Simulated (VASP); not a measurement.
# AlN (P6_3mc) in VASP: band structure with PBE0

Aim: the band structure of AlN with PBE0.

Program: VASP 6.6.1. These are calculated values, not measurements. Logs are shortened: lines on timing, memory, paths and dates and some standing lists are left out, and cuts for length are marked.

**Experimental background.**

“Self-assembly of well-separated AlN nanowires directly on sputtered metallic TiN films”, 2019, arxiv:1910.07391 quotes, for a bulk crystal of AlN at 10 K: band gap 6.034 eV (an exciton energy, a little under the gap).

How close the calculation comes is told below.

## (1) The structure

Symmetry: P6_3mc, No. 186, hexagonal system. Conventional cell: a = 3.129 Å, b = 3.129 Å, c = 5.016 Å, α = 90.00°, β = 90.00°, γ = 120.00°. Around Al (site symmetry 3m) lie 4 N at 1.90 to 1.91 Å. N (site symmetry 3m) has 4 Al at 1.90 to 1.91 Å as nearest neighbours.

## (2) Band structure, PBE0

POSCAR

```
AlN                                     
1.0
    3.1285726999      0.0000000000      0.0000000000
   -1.5642863500      2.7094234337      0.0000000000
    0.0000000000      0.0000000000      5.0164566731
  Al              N             
     2     2
Direct
     0.3333333300000021    0.6666666699999979    0.9992574421912579
     0.6666666699999979    0.3333333300000021    0.4992574421912579
     0.3333333300000021    0.6666666699999979    0.3807425578087447
     0.6666666699999979    0.3333333300000021    0.8807425578087447
```

INCAR.step1

```
SYSTEM = AlN
PREC = Accurate
ENCUT = 520
EDIFF = 1E-5
ISMEAR = 0
SIGMA = 0.02
LREAL = .False.
LASPH = .True.
NELM = 60
ALGO = Normal
ISIF = 2
LWAVE = .True.
LCHARG = .False.
NBANDS = 16
KPAR = 4
GGA = PE
```

INCAR.step2

```
SYSTEM = AlN
PREC = Accurate
ENCUT = 520
EDIFF = 1E-7
ISMEAR = 0
SIGMA = 0.02
LREAL = .False.
LASPH = .True.
NELM = 60
ALGO = Normal
ISIF = 2
LWAVE = .False.
LCHARG = .False.
GGA = PE
LHFCALC = .True.
AEXX = 0.25
PRECFOCK = Fast
HFRCUT = -1
NBANDS = 16
KPAR = 4
ISTART = 1
```

KPOINTS

```
Automatic mesh
0
Gamma
  6 6 4
  0 0 0
```

KPOINTS_OPT

```
path GMKGALHA,LM,KH
10
line-mode
reciprocal
 0.0000000000  0.0000000000  0.0000000000  G
 0.5000000000  0.0000000000  0.0000000000  M

 0.5000000000  0.0000000000  0.0000000000  M
 0.3333333333  0.3333333333  0.0000000000  K

 0.3333333333  0.3333333333  0.0000000000  K
 0.0000000000  0.0000000000  0.0000000000  G

 0.0000000000  0.0000000000  0.0000000000  G
 0.0000000000  0.0000000000  0.5000000000  A

 0.0000000000  0.0000000000  0.5000000000  A
 0.5000000000  0.0000000000  0.5000000000  L

 0.5000000000  0.0000000000  0.5000000000  L
 0.3333333333  0.3333333333  0.5000000000  H

 0.3333333333  0.3333333333  0.5000000000  H
 0.0000000000  0.0000000000  0.5000000000  A

 0.5000000000  0.0000000000  0.5000000000  L
 0.5000000000  0.0000000000  0.0000000000  M

 0.3333333333  0.3333333333  0.0000000000  K
 0.3333333333  0.3333333333  0.5000000000  H
```

Potentials or basis: VASP PAW PBE potentials, release 64 (Al, N).

Command:

```console
$ cat potpaw_PBE.64/Al/POTCAR potpaw_PBE.64/N/POTCAR > POTCAR
$ cp INCAR.step1 INCAR
$ mpirun -np 4 vasp_std > vasp.out
$ cp INCAR.step2 INCAR
$ mpirun -np 4 vasp_std > vasp.out
```

OUTCAR:

```text
SYSTEM = AlN
   PREC = Accurate
   ENCUT = 520
   EDIFF = 1E-7
   ISMEAR = 0
   LREAL = .False.
   LASPH = .True.
   NELM = 60
   ISIF = 2
   GGA = PE
   LHFCALC = .True.
   AEXX = 0.25
   PRECFOCK = Fast
   ISTART = 1

 ion  position               nearest neighbor table
   1  0.333  0.667  0.999-   4 1.90   4 1.90   4 1.90   3 1.91   2 3.09   2 3.09   2 3.09   2 3.09
                             2 3.09   2 3.09
   2  0.667  0.333  0.499-   3 1.90   3 1.90   3 1.90   4 1.91   1 3.09   1 3.09   1 3.09   1 3.09
                             1 3.09   1 3.09
   3  0.333  0.667  0.381-   2 1.90   2 1.90   2 1.90   1 1.91
   4  0.667  0.333  0.881-   1 1.90   1 1.90   1 1.90   2 1.91

  LATTYP: Found a hexagonal cell.
 ALAT       =     3.1285726999
 C/A-ratio  =     1.6034329882

  Lattice vectors:

 A1 = (   3.1285726999,   0.0000000000,   0.0000000000)
 A2 = (  -1.5642863500,   2.7094234337,   0.0000000000)
 A3 = (   0.0000000000,   0.0000000000,   5.0164566731)

Analysis of symmetry for initial positions (statically):
=====================================================================
 Subroutine PRICEL returns:
 Original cell was already a primitive cell.

 Routine SETGRP: Setting up the symmetry group for a
 hexagonal supercell.

 Subroutine GETGRP returns: Found 12 space group operations
 (whereof  6 operations were pure point group operations)
 out of a pool of 24 trial point group operations.

The static configuration has the point symmetry C_3v.
 The point group associated with its full space group is C_6v.

Analysis of symmetry for dynamics (positions and initial velocities):
=====================================================================
 Subroutine PRICEL returns:
 Original cell was already a primitive cell.

 Routine SETGRP: Setting up the symmetry group for a
 hexagonal supercell.

 Subroutine GETGRP returns: Found 12 space group operations
 (whereof  6 operations were pure point group operations)
 out of a pool of 24 trial point group operations.

The dynamic configuration has the point symmetry C_3v.
 The point group associated with its full space group is C_6v.

 Subroutine INISYM returns: Found 12 space group operations
 (whereof  6 operations are pure point group operations),
 and found     1 'primitive' translations

----------------------------------------------------------------------------------------

                                     Primitive cell

  volume of cell :      42.5226

  direct lattice vectors                    reciprocal lattice vectors
     3.128572700  0.000000000  0.000000000     0.319634573  0.184541107  0.000000000
    -1.564286350  2.709423434  0.000000000     0.000000000  0.369082214  0.000000000
     0.000000000  0.000000000  5.016456673     0.000000000  0.000000000  0.199343893

  length of vectors
     3.128572700  3.128572698  5.016456673     0.369082214  0.369082214  0.199343893

  position of ions in fractional coordinates (direct lattice)
     0.333333330  0.666666670  0.999257442
     0.666666670  0.333333330  0.499257442
     0.333333330  0.666666670  0.380742558
     0.666666670  0.333333330  0.880742558

  ion indices of the primitive-cell ions
   primitive index   ion index
                 1           1
                 2           2
                 3           3
                 4           4

----------------------------------------------------------------------------------------

 KPOINTS: Automatic mesh

Automatic generation of k-mesh.
 Grid dimensions read from file:
 generate k-points for:    6    6    4

 Generating k-lattice:

  Cartesian coordinates                     Fractional coordinates (reciprocal lattice)
     0.053272429  0.030756851  0.000000000     0.166666667  0.000000000  0.000000000
     0.000000000  0.061513702  0.000000000     0.000000000  0.166666667  0.000000000
     0.000000000  0.000000000  0.049835973     0.000000000  0.000000000  0.250000000

  Length of vectors
     0.061513702  0.061513702  0.049835973

  Shift w.r.t. Gamma in fractional coordinates (k-lattice)
     0.000000000  0.000000000  0.000000000

 Subroutine IBZKPT returns following result:
 ===========================================

 Found     21 irreducible k-points:

 Following reciprocal coordinates:
            Coordinates               Weight
  0.000000  0.000000  0.000000      1.000000
  0.166667 -0.000000  0.000000      6.000000
  0.333333 -0.000000  0.000000      6.000000
  0.500000  0.000000  0.000000      3.000000
  0.166667  0.166667  0.000000      6.000000
  0.333333  0.166667  0.000000     12.000000
[... 13 lines left out ...]
  0.333333  0.166667  0.500000     12.000000
  0.333333  0.333333  0.500000      2.000000
   k-points           NKPTS =     21   k-points in BZ     NKDIM =    144   number of bands    NBANDS=     16
   number of dos      NEDOS =    301   number of ions     NIONS =      4
   total plane-waves  NPLWV =  23040
   dimension x,y,z NGX =    24 NGY =   24 NGZ =   40
   dimension x,y,z NGXF=    48 NGYF=   48 NGZF=   80
   ions per type =               2   2
   NGX,Y,Z   is equivalent  to a cutoff of  12.75, 12.75, 13.26 a.u.
   NGXF,Y,Z  is equivalent  to a cutoff of  25.51, 25.51, 26.51 a.u.
 SYSTEM =  AlN
   PREC   = accura    normal or accurate (medium, high low for compatibility)
   ISTART =      1    job   : 0-new  1-cont  2-samecut
   ICHARG =      0    charge: 1-file 2-atom 10-const
   ISPIN  =      1    spin polarized calculation?
   LNONCOLLINEAR =      F non collinear calculations
   LSORBIT =      F    spin-orbit coupling
   LASPH  =      T    aspherical Exc in radial PAW
   ENCUT  =  520.0 eV  38.22 Ry    6.18 a.u.   5.82  5.82  9.33*2*pi/ulx,y,z
   NELM   =     60;   NELMIN=  2; NELMDL=  0     # of ELM steps
   EDIFF  = 0.1E-06   stopping-criterion for ELM
   LREAL  =      F    real-space projection
   EDIFFG = 0.1E-05   stopping-criterion for IOM
   NSW    =      0    number of steps for IOM
   IBRION =     -1    ionic relax: 0-MD 1-quasi-New 2-CG
   NFREE  =      0    steps in history (QN), initial steepest desc. (CG)
   ISIF   =      2    stress and relaxation
   ISYM   =      3    0-nonsym 1-usesym 2-fastsym
   POTIM  = 0.5000    time-step for ionic-motion
   TEBEG  =    0.0;   TEEND  =   0.0 temperature during run
   PSTRESS=    0.0 pullay stress
   NELECT =      16.0000    total number of electrons
   NUPDOWN=      -1.0000    fix difference up-down
   EMIN   =  10.00;   EMAX   =-10.00  energy-range for DOS
   EFERMI =   0.00;   METHOD = LEGACY
   ISMEAR =     0;   SIGMA  =   0.02  broadening in eV -4-tet -1-fermi 0-gaus
   EFERMI_NEDOS =   21; number of points for ismear=-14 and -15
   IALGO  =     38    algorithm
   IMIX   =      1    mixing-type and parameters
     AMIX     =   0.40;   BMIX     =  1.00
     AMIX_MAG =   1.60;   BMIX_MAG =  1.00
  volume/ion in A,a.u.               =      10.63        71.74
  Fermi-wavevector in a.u.,A,eV,Ry     =   1.181884  2.233436 19.005287  1.396849
  Thomas-Fermi vector in A             =   2.318149
   LORBIT       =      0    0 simple, 1 ext, 2 COOP (PROOUT), +10 PAW based schemes
   GGA     = PE    functional components
   LHFCALC =     T    Hartree Fock is set to
   PRECFOCK=fast      Normal, Fast or Accurate (Low or Medium for compatibility)
   ENCUT4O =  -1.0   cutoff for four orbital integrals eV
   NKREDX  =     1    reduce k-point grid by
   NKREDY  =     1    reduce k-point grid by
   NKREDZ  =     1    reduce k-point grid by
   AEXX    =    0.2500 exact exchange contribution
   HFSCREEN=    0.0000 screening length (either q_TF or 0.3 A-1)
   HFSCREENC=   0.0000 screening length for correlation (either q_TF or 0.3 A-1)
   ENCUTFOCK=  -1.0 apply spherical cutoff to Coloumb kernel
   IVDW    =     0    specifies the selected vdW correction
   LEPSILON=     F    determine dielectric tensor
   LRPA    =     F    only Hartree local field effects (RPA)
 non-spin polarized calculation
 Gauss-broadening in eV      SIGMA  =   0.02
  energy-cutoff  :      520.00
  volume of cell :       42.52
 maximum number of plane-waves:      1170
 NGX is ok and might be reduce to    24
  NGX = 14; NGY = 14; NGZ = 24

 number of electron      15.9999998 magnetization

 Free energy of the ion-electron system (eV)
  ---------------------------------------------------
  ext. energy  EPLUGINS =         0.00000000
  ---------------------------------------------------
  free energy    TOTEN  =       -36.71127736 eV

  energy without entropy =      -36.71127736  energy(sigma->0) =      -36.71127736

 E-fermi :   4.8545     XC(G=0):  -8.5326

 val. band max:        4.6941748967   @ k =   0.0000   0.0000   0.0000
 cond. band min:      10.8085727226   @ k =   0.0000   0.0000   0.0000
 fundamental gap:      6.1143978258
 Fermi energy:         4.8545307513

 k-point     1 :       0.0000    0.0000    0.0000
  band No.  band energies     occupation
      1     -11.9299      2.00000
      2      -9.7004      2.00000
      3      -1.7695      2.00000
      4       3.7467      2.00000
      5       3.7467      2.00000
      6       4.4679      2.00000
[... 8 lines left out ...]
     15      20.1868      0.00000
     16      20.1868      0.00000

 k-point     2 :       0.1667   -0.0000    0.0000
  band No.  band energies     occupation
      1     -11.5675      2.00000
      2      -9.5053      2.00000
      3      -1.3194      2.00000
      4       2.2404      2.00000
      5       3.0980      2.00000
      6       3.3255      2.00000
[... 8 lines left out ...]
     15      19.4191      0.00000
     16      19.8492      0.00000

 k-point     3 :       0.3333   -0.0000    0.0000
  band No.  band energies     occupation
      1     -10.6294      2.00000
      2      -9.1551      2.00000
      3      -0.1787      2.00000
      4      -0.0613      2.00000
      5       1.0961      2.00000
      6       2.6829      2.00000
[... 8 lines left out ...]
     15      19.1689      0.00000
     16      21.6077      0.00000

 k-point     4 :       0.5000    0.0000    0.0000
  band No.  band energies     occupation
      1      -9.8788      2.00000
      2      -9.1539      2.00000
      3      -1.1883      2.00000
      4       0.1716      2.00000
      5       1.0767      2.00000
      6       2.4140      2.00000
[... 8 lines left out ...]
     15      19.9704      0.00000
     16      22.2455      0.00000
[... 267 lines left out ...]
 k-point    19 :       0.1667    0.1667    0.5000
  band No.  band energies     occupation
      1     -10.1584      2.00000
      2     -10.1584      2.00000
      3       0.1445      2.00000
      4       0.1445      2.00000
      5       2.7147      2.00000
      6       2.7147      2.00000
[... 8 lines left out ...]
     15      20.0202      0.00000
     16      20.0202      0.00000

 k-point    20 :       0.3333    0.1667    0.5000
  band No.  band energies     occupation
      1      -9.5128      2.00000
      2      -9.5128      2.00000
      3      -0.8746      2.00000
      4      -0.8746      2.00000
      5       1.8722      2.00000
      6       1.8722      2.00000
[... 8 lines left out ...]
     15      20.5850      0.00000
     16      20.5850      0.00000

 k-point    21 :       0.3333    0.3333    0.5000
  band No.  band energies     occupation
      1      -9.2809      2.00000
      2      -9.2809      2.00000
      3      -0.5398      2.00000
      4      -0.5398      2.00000
      5       0.5595      2.00000
      6       0.5595      2.00000
[... 8 lines left out ...]
     15      20.8672      0.00000
     16      20.8672      0.00000

------------------------ aborting loop because EDIFF is reached ----------------------------------------

  FORCE on cell =-STRESS in cart. coord.  units (eV):
  Direction    XX          YY          ZZ          XY          YZ          ZX
  --------------------------------------------------------------------------------------
  -------------------------------------------------------------------------------------
  Total       -1.3715421     -1.3715421     -1.3716982      0.0000000      0.0000000     -0.0000000
  in kB      -51.6772673    -51.6772672    -51.6831468      0.0000000      0.0000000     -0.0000000
  external PRESSURE =     -51.6792271 kB  Pullay stress =       0.0000000 kB

 VOLUME and BASIS-vectors are now :
 -----------------------------------------------------------------------------
  energy-cutoff  :      520.00
  volume of cell :       42.52
      direct lattice vectors                 reciprocal lattice vectors
     3.128572700  0.000000000  0.000000000     0.319634573  0.184541107  0.000000000
    -1.564286350  2.709423434  0.000000000     0.000000000  0.369082214  0.000000000
     0.000000000  0.000000000  5.016456673     0.000000000  0.000000000  0.199343893

 POSITION                                       TOTAL-FORCE (eV/Angst)
 -----------------------------------------------------------------------------------
     -0.00000      1.80628      5.01273        -0.000000      0.000000      0.000899
      1.56429      0.90314      2.50450         0.000000     -0.000000      0.000899
     -0.00000      1.80628      1.90998        -0.000000     -0.000000     -0.000899
      1.56429      0.90314      4.41821         0.000000      0.000000     -0.000899
 -----------------------------------------------------------------------------------
    total drift:                                0.000004     -0.000000      0.000267

  FREE ENERGIE OF THE ION-ELECTRON SYSTEM (eV)
  ---------------------------------------------------
  free  energy   TOTEN  =       -36.7112773585 eV

  energy  without entropy=      -36.7112773585  energy(sigma->0) =      -36.71127736
```

Wall time 19 min (4 MPI ranks of Intel Xeon Platinum 8259CL at 2.50GHz (Skylake/Cascade Lake), shared host); peak memory 0.21 GiB.

What came out:

- Free energy: -36.7113 eV
- Pressure: -5.2 GPa
- Band gap on the k mesh: 6.11 eV, direct
- Band gap along the path: 6.11 eV, direct

Levels at the corners of the path, in eV from the valence-band top:
| point | band 5 | band 6 | band 7 | band 8 | band 9 | band 10 | band 11 | band 12 |
| --- | --- | --- | --- | --- | --- | --- | --- | --- |
| Γ | -0.95 | -0.23 | -0.23 | 0.00 | 6.11 | 8.73 | 13.07 | 13.41 |
| M | -3.62 | -2.28 | -1.88 | -0.77 | 7.86 | 7.86 | 10.32 | 12.70 |
| M | -3.62 | -2.28 | -1.88 | -0.77 | 7.86 | 7.86 | 10.32 | 12.70 |
| K | -4.11 | -2.66 | -2.58 | -2.58 | 7.07 | 10.64 | 12.00 | 12.00 |
| K | -4.11 | -2.66 | -2.58 | -2.58 | 7.07 | 10.64 | 12.00 | 12.00 |
| Γ | -0.95 | -0.23 | -0.23 | 0.00 | 6.11 | 8.73 | 13.07 | 13.41 |
| Γ | -0.95 | -0.23 | -0.23 | 0.00 | 6.11 | 8.73 | 13.07 | 13.41 |
| A | -0.60 | -0.60 | -0.60 | -0.60 | 8.54 | 8.54 | 12.61 | 12.61 |
| A | -0.60 | -0.60 | -0.60 | -0.60 | 8.54 | 8.54 | 12.61 | 12.61 |
| L | -1.60 | -1.60 | -1.48 | -1.48 | 7.32 | 7.32 | 11.43 | 11.43 |
| L | -1.60 | -1.60 | -1.48 | -1.48 | 7.32 | 7.32 | 11.43 | 11.43 |
| H | -4.13 | -4.13 | -0.88 | -0.88 | 9.60 | 9.60 | 9.95 | 9.95 |
| H | -4.13 | -4.13 | -0.88 | -0.88 | 9.60 | 9.60 | 9.95 | 9.95 |
| A | -0.60 | -0.60 | -0.60 | -0.60 | 8.54 | 8.54 | 12.61 | 12.61 |
| L | -1.60 | -1.60 | -1.48 | -1.48 | 7.32 | 7.32 | 11.43 | 11.43 |
| M | -3.62 | -2.28 | -1.88 | -0.77 | 7.86 | 7.86 | 10.32 | 12.70 |
| K | -4.11 | -2.66 | -2.58 | -2.58 | 7.07 | 10.64 | 12.00 | 12.00 |
| H | -4.13 | -4.13 | -0.88 | -0.88 | 9.60 | 9.60 | 9.95 | 9.95 |

Caveat: the PAW data sets were made with another functional, which shifts forces and pressure a little.

## (3) Comparison with measurements

Step 2. A measured gap of AlN is 6.034 eV (an exciton energy, a little under the gap; 10 K; quoted in “Self-assembly of well-separated AlN nanowires directly on sputtered metallic TiN films”, 2019, arxiv:1910.07391); the calculated 6.11 eV misses it by +0.08 eV. 2 values of this kind are on record (6.034 to 6.0343 eV); this one was drawn at random. The value is that of PBE0, without temperature or zero-point motion.
